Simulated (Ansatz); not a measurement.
**Searching the electronic states of Ni**

Wanted: the lowest electronic state of Ni in this cell. One SCF may end in a higher state, so several starts are tried. Ni is taken in its experimental structure (space group Fm-3m, primitive cell doubled), 2 atoms in the cell. Source: COD entry 9012969; the sample's temperature and pressure aren't taken into account.

Program: Ansatz 0.2.0. Level of theory: DFT PBE, PAW, plane waves, scalar-relativistic. These are calculated values, not measurements.

## 1. The starting structure

It takes space group Fm-3m (No. 225, cubic). The conventional cell has a = 3.521 Å, b = 3.521 Å, c = 3.521 Å, α = 90.00°, β = 90.00°, γ = 90.00°. Ni (site symmetry m-3m) has 12 Ni at 2.49 Å as nearest neighbours.

Structure file:

```xyz
2
Lattice="0.0000 1.7606 1.7606 1.7606 0.0000 1.7606 3.5212 3.5212 0.0000" Properties=species:S:1:pos:R:3 pbc="T T T"
Ni    0.0000    0.0000    0.0000
Ni    1.7606    1.7606    0.0000
```

In tables a label like Ni2 counts atoms in the order of input.yaml; a structure file may count by element.

The first starts: parallel moments, plain SCF; opposed moments +-, plain SCF; no spin polarisation; spin on, no moments given (the program may seed its own), plain SCF. Further starts follow from what these give.

“Plain SCF” means no search for lower states. Ends within 0.2 meV/atom and 0.1 μB count as one state.

Site moments are integrals over atomic spheres and don't add up to the total.

## 2. Parallel moments, plain SCF

input.yaml

```yaml
crystal:
  lattice:
    - [0.0, 1.7606, 1.7606]
    - [1.7606, 0.0, 1.7606]
    - [3.5212, 3.5212, 0.0]
  atoms:
    - { symbol: Ni, position: [0.0, 0.0, 0.0], spin: 2.0 }
    - { symbol: Ni, position: [0.0, 0.0, 0.5], spin: 2.0 }
magnetization:
  spin_polarized: true
hamiltonian:
  xc: pbe
  pseudopotentials: { kind: paw }
basis:
  ecutwfc: 420
kpoints:
  mp_grid: { grid: [12, 12, 6] }
scf:
  occupations: { method: fermi_dirac, width: 0.1 }
  lower_state_search: "off"
output:
  forces: true
  stress: true
```

The program printed, cut to the lines that bear on the results:

```text
[...]
Pseudopotentials: kind: paw
Pseudopotential: Ni, paw, valence charge 18, recommended cutoff 420 eV (normal), Ni.paw.azcp
Functional definition: PBE
[...]
Crystal: 2 atoms, lattice volume = 21.829 Å³
Basis set: ecut = 420 eV, 391 PW (Γ), exchange–correlation on 36×36×72 points (8 copies of the dense FFT grid, shifted against one another)
Bands: 24, of which v1, the nominal top of the filled ones, is band 18 counted from 1 (17 counted from 0)
Symmetry: 24 space group operations
Space group: Fm-3m (ITA 225), of the structure as read, at distance tolerance 2.8e-5 Å
Magnetic group: BNS 225.116 (UNI 1618), of the structure as read, at distance tolerance 2.8e-5 Å
k-points: 98 of 864
[...]
Starting moments: Σ|m| = 4 μB on 2 of 2 sites
[...]
SCF iter   1: F=—  HF=-11678.935425 eV  |F-HF|=—  |Δ(HF+E_count)|=         —  Δρ=1.27e-1 (↑1.17e-1 ↓1.27e-1)  dr2=1.75e-2  dr2_m=2.97e0  M=1.868 μB ∫|m|=2.075 μB  β_m=0.30  ethr=4.88e-5  ⟨swp⟩=1.1  Hψ=23296  notcnv=0
[...]
spin-set hold released at iteration 1 (the charge has settled, or the pull on large starting moments outlasts its swing): the magnetisation degrees of freedom join the quasi-Newton model from the next iteration; the mixer history was flushed
[...]
SCF iter  10: F=-11679.495747 eV  HF=-11679.495747 eV  |F-HF|=4.51e-10  |Δ(HF+E_count)|=   7.04e-9  Δρ=4.97e-6 (↑4.51e-6 ↓4.97e-6)  dr2=6.31e-11  dr2_m=4.44e-9  M=1.296 μB ∫|m|=1.477 μB  ethr=5.62e-11  ⟨swp⟩=2.0  Hψ=14035  notcnv=0
[...]
SCF converged after 10 iterations
Magnetization: 1.2956 μB (18.6478 up, 17.3522 down)
Absolute magnetization: 1.4782 μB (∫|ρ↑−ρ↓|, with the PAW one-centre terms)
Spin contamination: 0.0142 ħ² per cell (⟨S²⟩ above its minimum at these occupations)
Per-site moments (μB) at R_I (Å): [(0.6866441379695001, 1.0270690641395543), (0.6866441379695002, 1.0270690641395543)]
Free energy (F): -11679.495747 eV
[...]
E sigma→0 (E₀):  -11679.441971 eV
Entropy (-TS):   -0.107553 eV (-53.776 meV/atom)
Fermi energy:    18.100415 eV
[...]
--- Forces (eV/Å), atoms counted from 1 ---
  atom   1  Ni     0.00000000     0.00000000    -0.00000000
  atom   2  Ni     0.00000000     0.00000000    -0.00000000
[...]
--- Stress (GPa, compression-positive) ---
        0.073181       0.000012      -0.000012
        0.000012       0.073181      -0.000012
       -0.000012      -0.000012       0.073181
  P = ⅓ Tr σ = 0.0732 GPa (0.732 kbar)
```

Run time: 2.4 s. Hardware: 2 threads of an x86-64 CPU, shared host; peak memory 0.41 GiB.

Result: ferromagnetic, site moments Ni1 0.69, Ni2 0.69 μB, total 1.30 μB per cell, no gap on the k-mesh.

## 3. Opposed moments +-, plain SCF

input.yaml: that of step 2 with these lines changed.

```diff
@@ -7,3 +7,3 @@
     - { symbol: Ni, position: [0.0, 0.0, 0.0], spin: 2.0 }
-    - { symbol: Ni, position: [0.0, 0.0, 0.5], spin: 2.0 }
+    - { symbol: Ni, position: [0.0, 0.0, 0.5], spin: -2.0 }
 magnetization:
```

The program printed, cut to the lines that bear on the results:

```text
[... 11 lines as in an earlier run ...]
Symmetry: 12 space group operations
Space group: R-3m (ITA 166), of the structure as read, at distance tolerance 2.8e-5 Å
Magnetic group: BNS 166.102 (UNI 1332), of the structure as read, at distance tolerance 2.8e-5 Å
[... 5 lines as in an earlier run ...]
Starting moments: Σ|m| = 4 μB on 2 of 2 sites
Starting magnetic order: antiferromagnet; a translation exchanges its spin sublattices: spin-degenerate at every k-point
[... 2 lines as in an earlier run ...]
spin-down is spin-up translated by (0, 0, 0.5): one eigenproblem is solved per k-point and the antiferromagnetic symmetry of the starting moments is kept exactly by this SCF (crystal.symmetry.spin_inversion_symmetry: false solves both channels; [...]
SCF iter   1: F=—  HF=-11678.711481 eV  |F-HF|=—  |Δ(HF+E_count)|=         —  Δρ=1.34e-1 (↑1.34e-1 ↓1.34e-1)  dr2=4.45e-2  dr2_m=3.55e0  M=0.000 μB ∫|m|=1.922 μB  β_m=0.30  ethr=1.24e-4  ⟨swp⟩=1.2  Hψ=11776  notcnv=0
[...]
[... 1 line as in an earlier run ...]
[...]
WARN: the starting moments were not kept: the SCF closed with an absolute magnetisation of 3.3e-5 μB, where they sum to 4 μB in size (2 sites). That is at most 0.1 of that sum. Measured as dr2_m measures the in/out step, that magnetisation stands 1.5e-9 eV from none, at or under the [...]
SCF converged after 16 iterations
Magnetization: 0.0000 μB (18.0000 up, 18.0000 down)
Absolute magnetization: 0.0000 μB (∫|ρ↑−ρ↓|, with the PAW one-centre terms)
Spin contamination: 0.0000 ħ² per cell (⟨S²⟩ above its minimum at these occupations)
Per-site moments (μB) at R_I (Å): [(1.642425735286253e-5, 1.0270690641395543), (-1.642425735286253e-5, 1.0270690641395543)]
Free energy (F): -11679.431978 eV
[...]
E sigma→0 (E₀):  -11679.347731 eV
Entropy (-TS):   -0.168495 eV (-84.248 meV/atom)
Fermi energy:    17.946082 eV
[...]
--- Forces (eV/Å), atoms counted from 1 ---
  atom   1  Ni    -0.00000000     0.00000000     0.00000000
  atom   2  Ni     0.00000000    -0.00000000     0.00000000
[...]
--- Stress (GPa, compression-positive) ---
       -1.212399       0.000003      -0.000003
        0.000003      -1.212399      -0.000003
       -0.000003      -0.000003      -1.212399
  P = ⅓ Tr σ = -1.2124 GPa (-12.124 kbar)
```

It took 2.3 s on 2 threads of an x86-64 CPU, shared host; peak memory 0.4 GiB.

The state reached is non-magnetic, no gap on the k-mesh. It lies 31.9 meV/atom above the lowest state so far (step 2).

## 4. No spin polarisation

input.yaml: that of step 3 with these lines changed.

```diff
@@ -6,6 +6,4 @@
   atoms:
-    - { symbol: Ni, position: [0.0, 0.0, 0.0], spin: 2.0 }
-    - { symbol: Ni, position: [0.0, 0.0, 0.5], spin: -2.0 }
-magnetization:
-  spin_polarized: true
+    - { symbol: Ni, position: [0.0, 0.0, 0.0] }
+    - { symbol: Ni, position: [0.0, 0.0, 0.5] }
 hamiltonian:
```

The program printed, cut to the lines that bear on the results:

```text
[... 10 lines as in an earlier run ...]
Bands: 22, of which v1, the nominal top of the filled ones, is band 18 counted from 1 (17 counted from 0)
[... 6 lines as in an earlier run ...]
[...]
[... 2 lines as in an earlier run ...]
SCF iter   1: F=—  HF=-11679.431643 eV  |F-HF|=—  |Δ(HF+E_count)|=         —  Δρ=1.46e-3  dr2=1.51e-4  ethr=1.77e-3  ⟨swp⟩=4.5  Hψ=7857  notcnv=0
[...]
SCF iter   6: F=-11679.431978 eV  HF=-11679.431978 eV  |F-HF|=1.38e-10  |Δ(HF+E_count)|=  3.24e-10  Δρ=2.79e-6  dr2=3.92e-10  ethr=2.40e-11  ⟨swp⟩=2.5  Hψ=7192  notcnv=0
[...]
SCF converged after 6 iterations
Free energy (F): -11679.431978 eV
[...]
E sigma→0 (E₀):  -11679.347731 eV
Entropy (-TS):   -0.168495 eV (-84.248 meV/atom)
Fermi energy:    17.946096 eV
[... 24 lines left out: energy terms, forces, stress ...]
```

It took 0.89 s on 2 threads of an x86-64 CPU, shared host; peak memory 0.39 GiB.

This is the state of step 3 again (non-magnetic), after 6 iterations.

## 5. Spin on, no moments given (the program may seed its own), plain SCF

input.yaml: that of step 4 with these lines changed.

```diff
@@ -21 +21,3 @@
   stress: true
+magnetization:
+  spin_polarized: true
```

The program printed, cut to the lines that bear on the results:

```text
band count auto-derived: 24 (N_el = 36.0; filled up to band 18; 22 by the electrons, moments and atoms)
[... 20 lines as in an earlier run ...]
[...]
SCF iter   1: F=—  HF=-11678.086379 eV  |F-HF|=—  |Δ(HF+E_count)|=         —  Δρ=1.77e-1 (↑1.76e-1 ↓1.77e-1)  dr2=1.54e-2  dr2_m=6.23e0  M=2.509 μB ∫|m|=2.509 μB  ethr=3.52e-4  ⟨swp⟩=1.3  Hψ=11775  notcnv=0
[...]
SCF iter  11: F=-11679.495747 eV  HF=-11679.495747 eV  |F-HF|=1.82e-12  |Δ(HF+E_count)|=   2.39e-9  Δρ=6.99e-7 (↑3.19e-7 ↓6.99e-7)  dr2=3.48e-11  dr2_m=2.94e-11  M=1.296 μB ∫|m|=1.477 μB  ethr=5.89e-12  ⟨swp⟩=1.6  Hψ=11890  notcnv=0
[...]
SCF converged after 11 iterations
Magnetization: 1.2957 μB (18.6478 up, 17.3522 down)
Absolute magnetization: 1.4783 μB (∫|ρ↑−ρ↓|, with the PAW one-centre terms)
Spin contamination: 0.0142 ħ² per cell (⟨S²⟩ above its minimum at these occupations)
Per-site moments (μB) at R_I (Å): [(0.6866720029671829, 1.0270690641395543), (0.686672002967183, 1.0270690641395543)]
Free energy (F): -11679.495747 eV
[...]
E sigma→0 (E₀):  -11679.441973 eV
Entropy (-TS):   -0.107550 eV (-53.775 meV/atom)
Fermi energy:    18.100430 eV
[... 24 lines left out: energy terms, forces, stress ...]
```

Wall time 2.5 s (2 threads of an x86-64 CPU, shared host); peak memory 0.41 GiB.

The run ends in the same state as step 2 (ferromagnetic); it took 11 iterations.

## 6. Parallel moments scaled by 0.03, plain SCF

input.yaml: that of step 5 with these lines changed.

```diff
@@ -6,4 +6,6 @@
   atoms:
-    - { symbol: Ni, position: [0.0, 0.0, 0.0] }
-    - { symbol: Ni, position: [0.0, 0.0, 0.5] }
+    - { symbol: Ni, position: [0.0, 0.0, 0.0], spin: 0.06 }
+    - { symbol: Ni, position: [0.0, 0.0, 0.5], spin: 0.06 }
+magnetization:
+  spin_polarized: true
 hamiltonian:
@@ -21,3 +23 @@
   stress: true
-magnetization:
-  spin_polarized: true
```

The program printed, cut to the lines that bear on the results:

```text
[... 10 lines as in an earlier run ...]
Bands: 23, of which v1, the nominal top of the filled ones, is band 18 counted from 1 (17 counted from 0)
[... 8 lines as in an earlier run ...]
Starting moments: Σ|m| = 0.12 μB on 2 of 2 sites
[... 3 lines as in an earlier run ...]
SCF iter   1: F=—  HF=-11679.441547 eV  |F-HF|=—  |Δ(HF+E_count)|=         —  Δρ=2.25e-2 (↑2.25e-2 ↓1.56e-2)  dr2=1.26e-1  dr2_m=3.92e-3  M=0.153 μB ∫|m|=0.157 μB  β_m=1.00  ethr=3.52e-4  ⟨swp⟩=1.0  Hψ=22380  notcnv=0
[...]
spin-set hold released at iteration 15 (site moments' squared step at or under half its running peak, from the soft ceiling on): the magnetisation degrees of freedom join the quasi-Newton model from the next iteration; the mixer history was flushed
[...]
SCF iter  22: F=-11679.495747 eV  HF=-11679.495747 eV  |F-HF|=8.96e-9  |Δ(HF+E_count)|=   1.15e-7  Δρ=5.25e-6 (↑5.21e-6 ↓5.25e-6)  dr2=9.85e-9  dr2_m=9.44e-10  M=1.296 μB ∫|m|=1.477 μB  ethr=2.78e-10  ⟨swp⟩=3.8  Hψ=13854  notcnv=0
[...]
SCF converged after 22 iterations
Magnetization: 1.2956 μB (18.6478 up, 17.3522 down)
Absolute magnetization: 1.4782 μB (∫|ρ↑−ρ↓|, with the PAW one-centre terms)
Spin contamination: 0.0142 ħ² per cell (⟨S²⟩ above its minimum at these occupations)
Per-site moments (μB) at R_I (Å): [(0.686656545518071, 1.0270690641395543), (0.6866565455180711, 1.0270690641395543)]
Free energy (F): -11679.495747 eV
[...]
E sigma→0 (E₀):  -11679.441972 eV
Entropy (-TS):   -0.107551 eV (-53.775 meV/atom)
Fermi energy:    18.100359 eV
[... 24 lines left out: energy terms, forces, stress ...]
```

It took 4.6 s on 2 threads of an x86-64 CPU, shared host; peak memory 0.4 GiB.

This is the state of step 2 again (ferromagnetic), after 22 iterations.

## 7. Moments ++ scaled by 0.4, plain SCF

input.yaml: that of step 6 with these lines changed.

```diff
@@ -6,4 +6,4 @@
   atoms:
-    - { symbol: Ni, position: [0.0, 0.0, 0.0], spin: 0.06 }
-    - { symbol: Ni, position: [0.0, 0.0, 0.5], spin: 0.06 }
+    - { symbol: Ni, position: [0.0, 0.0, 0.0], spin: 0.8 }
+    - { symbol: Ni, position: [0.0, 0.0, 0.5], spin: 0.8 }
 magnetization:
```

The program printed, cut to the lines that bear on the results:

```text
[... 19 lines as in an earlier run ...]
Starting moments: Σ|m| = 1.6 μB on 2 of 2 sites
[... 2 lines as in an earlier run ...]
[...]
SCF iter   1: F=—  HF=-11679.459392 eV  |F-HF|=—  |Δ(HF+E_count)|=         —  Δρ=2.02e-2 (↑1.74e-2 ↓2.02e-2)  dr2=9.71e-2  dr2_m=1.45e-2  M=1.297 μB ∫|m|=1.361 μB  β_m=0.30  ethr=2.70e-4  ⟨swp⟩=1.0  Hψ=22384  notcnv=0
[...]
spin-set hold released at iteration 10 (site moments contracting): the magnetisation degrees of freedom join the quasi-Newton model from the next iteration; the mixer history was flushed
[...]
SCF iter  16: F=-11679.495747 eV  HF=-11679.495747 eV  |F-HF|=1.52e-8  |Δ(HF+E_count)|=   5.75e-8  Δρ=7.44e-6 (↑4.63e-6 ↓7.44e-6)  dr2=1.54e-8  dr2_m=8.77e-10  M=1.296 μB ∫|m|=1.477 μB  ethr=2.06e-11  ⟨swp⟩=1.9  Hψ=14910  notcnv=0
[...]
SCF converged after 16 iterations
Magnetization: 1.2957 μB (18.6478 up, 17.3522 down)
Absolute magnetization: 1.4783 μB (∫|ρ↑−ρ↓|, with the PAW one-centre terms)
Spin contamination: 0.0142 ħ² per cell (⟨S²⟩ above its minimum at these occupations)
Per-site moments (μB) at R_I (Å): [(0.6866730060855046, 1.0270690641395543), (0.6866730060855047, 1.0270690641395543)]
Free energy (F): -11679.495747 eV
[...]
E sigma→0 (E₀):  -11679.441973 eV
Entropy (-TS):   -0.107548 eV (-53.774 meV/atom)
Fermi energy:    18.100511 eV
[... 24 lines left out: energy terms, forces, stress ...]
```

Wall time 3 s (2 threads of an x86-64 CPU, shared host); peak memory 0.4 GiB.

This is the state of step 2 again (ferromagnetic), after 16 iterations.

## 8. A moment on one site alone, plain SCF

input.yaml: that of step 7 with these lines changed.

```diff
@@ -6,4 +6,4 @@
   atoms:
-    - { symbol: Ni, position: [0.0, 0.0, 0.0], spin: 0.8 }
-    - { symbol: Ni, position: [0.0, 0.0, 0.5], spin: 0.8 }
+    - { symbol: Ni, position: [0.0, 0.0, 0.0], spin: 2.0 }
+    - { symbol: Ni, position: [0.0, 0.0, 0.5] }
 magnetization:
```

The program printed, cut to the lines that bear on the results:

```text
[... 13 lines as in an earlier run ...]
Magnetic group: BNS 166.97 (UNI 1327), of the structure as read, at distance tolerance 2.8e-5 Å
[... 5 lines as in an earlier run ...]
Starting moments: Σ|m| = 2 μB on 1 of 2 sites
[... 2 lines as in an earlier run ...]
SCF iter   1: F=—  HF=-11679.292838 eV  |F-HF|=—  |Δ(HF+E_count)|=         —  Δρ=1.10e-1 (↑1.10e-1 ↓3.72e-2)  dr2=2.86e0  dr2_m=6.63e-1  M=1.412 μB ∫|m|=1.519 μB  β_m=0.30  ethr=3.10e-3  ⟨swp⟩=4.6  Hψ=16312  notcnv=0
[...]
spin-set hold released at iteration 5 (the charge has settled, or the pull on large starting moments outlasts its swing): the magnetisation degrees of freedom join the quasi-Newton model from the next iteration; the mixer history was flushed
[...]
SCF iter  22: F=-11679.495747 eV  HF=-11679.495747 eV  |F-HF|=2.47e-10  |Δ(HF+E_count)|=   1.64e-9  Δρ=3.39e-6 (↑1.52e-6 ↓3.39e-6)  dr2=8.43e-10  dr2_m=5.98e-10  M=1.296 μB ∫|m|=1.477 μB  ethr=2.78e-10  ⟨swp⟩=3.3  Hψ=12798  notcnv=0
[...]
SCF converged after 22 iterations
Magnetization: 1.2957 μB (18.6478 up, 17.3522 down)
Absolute magnetization: 1.4783 μB (∫|ρ↑−ρ↓|, with the PAW one-centre terms)
Spin contamination: 0.0142 ħ² per cell (⟨S²⟩ above its minimum at these occupations)
Per-site moments (μB) at R_I (Å): [(0.6866729815877872, 1.0270690641395543), (0.686676763881598, 1.0270690641395543)]
Free energy (F): -11679.495747 eV
[...]
E sigma→0 (E₀):  -11679.441972 eV
Entropy (-TS):   -0.107550 eV (-53.775 meV/atom)
Fermi energy:    18.100425 eV
[... 24 lines left out: energy terms, forces, stress ...]
```

It took 3.5 s on 2 threads of an x86-64 CPU, shared host; peak memory 0.41 GiB.

The run ends in the same state as step 2 (ferromagnetic); it took 22 iterations.

## 9. Comparing the starts

| step | iterations | state | moments of Ni1 Ni2 (μB) | total (μB) | gap (eV) | pressure (GPa) | above lowest (meV/atom) |
| --- | --- | --- | --- | --- | --- | --- | --- |
| 2 | 10 | 1 | 0.69 0.69 | 1.30 | none | 0.1 | 0.0 |
| 3 | 16 | 2 | 0.00 0.00 | 0.00 | none | -1.2 | 31.9 |
| 4 | 6 | 2 | 0.00 0.00 | 0.00 | none | -1.2 | 31.9 |
| 5 | 11 | 1 | 0.69 0.69 | 1.30 | none | 0.1 | 0.0 |
| 6 | 22 | 1 | 0.69 0.69 | 1.30 | none | 0.1 | 0.0 |
| 7 | 16 | 1 | 0.69 0.69 | 1.30 | none | 0.1 | 0.0 |
| 8 | 22 | 1 | 0.69 0.69 | 1.30 | none | 0.1 | 0.0 |

States are numbered from the lowest. Starts by step: 2 parallel moments, plain SCF; 3 opposed moments +-, plain SCF; 4 no spin polarisation; 5 spin on, no moments given (the program may seed its own), plain SCF; 6 parallel moments scaled by 0.03, plain SCF; 7 moments ++ scaled by 0.4, plain SCF; 8 a moment on one site alone, plain SCF.

The 7 runs of this session took 19 s in all, from 0.89 s to 4.6 s each.

Decimal logarithm of the largest residual (eV) by iteration, counted through all cycles of a run:

| iteration | step 2 | step 3 | step 4 | step 5 | step 6 | step 7 | step 8 |
| --- | --- | --- | --- | --- | --- | --- | --- |
| 1 | 0.5 | 0.6 | -3.8 | 0.8 | -0.9 | -1.0 | 0.5 |
| 2 | 0.3 | 0.4 | -4.3 | -0.4 | -1.5 | -1.6 | 1.0 |
| 3 | -0.4 | -0.7 | -6.3 | -0.7 | -2.0 | -2.0 | 0.1 |
| 4 | -2.1 | -1.8 | -6.8 | -0.9 | -2.5 | -2.5 | 0.1 |
| 5 | -3.1 | -1.1 | -8.1 | -2.8 | -2.4 | -3.2 | -0.1 |
| 7 | -5.0 | -3.2 | - | -3.5 | -2.2 | -3.7 | 1.0 |
| 9 | -7.4 | -3.7 | - | -6.4 | -2.0 | -4.0 | -0.6 |
| 11 | - | -5.1 | - | -10.5 | -2.0 | -4.6 | -1.5 |
| 12 | - | -6.1 | - | - | -2.0 | -3.2 | -1.9 |
| 14 | - | -7.8 | - | - | -2.2 | -6.8 | -2.0 |
| 16 | - | -10.9 | - | - | -2.0 | -7.8 | -2.1 |
| 18 | - | - | - | - | -1.3 | - | -4.1 |
| 20 | - | - | - | - | -4.7 | - | -5.8 |
| 22 | - | - | - | - | -8.0 | - | -9.1 |

## 10. Summary of results

| quantity | value |
| --- | --- |
| distinct states | 2 from 7 converged runs |
| lowest state from plain starts | ferromagnetic |
| its moments | Ni1 0.69, Ni2 0.69 μB |
| total moment | 1.30 μB per cell |
| gap on the k-mesh | none |
| pressure | 0.1 GPa |
| largest force | 0.000 eV/Å |
| next state | non-magnetic, 31.9 meV/atom higher |

**Reading.** Distinct end states: 2, from 7 converged runs. Switching spin polarisation off costs 31.9 meV/atom in free energy, smearing entropy included. These are lowest states among those tried, not proven ground states.
